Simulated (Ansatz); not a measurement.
**CsBr: equation of state with PBE**

The system is CsBr.

```
Cs Br
1.0
     4.32562    0.00000    0.00000
     0.00000    4.32562    0.00000
     0.00000    0.00000    4.32562
Cs Br
1 1
Direct
  0.00000 0.00000 0.00000
  0.50000 0.50000 0.50000
```

The cell comes from a database or a generator and needn't be the stable form of this composition.

* Program: Ansatz 0.2.0
* Task: equation of state
* Functional: PBE
* Potentials or basis: SPMS NC
* Cutoff: 408 eV
* Density cutoff: 1633 eV
* k mesh: 6 × 6 × 6
* Occupations: fermi-dirac, width 0.05 eV
* Spin: no spin polarisation

```
Equilibrium volume                      : 42.23 Å³/atom
Bulk modulus                            : 12.3 GPa
Pressure derivative of the bulk modulus : 4.9 (rough: it moves with the points fitted)
```

Energy against volume, from the lowest point:
```tsv
volume (Å³/atom)	energy (meV/atom)
38.040	19.60
38.850	12.25
39.659	6.79
40.468	3.04
41.278	0.85
42.087	0.00
42.896	0.36
```

All runs of the series together: 5.8 s on 2 threads of Arm Neoverse V1, with other jobs on the host.

Spin-orbit coupling is left out, which matters for the levels of Cs.
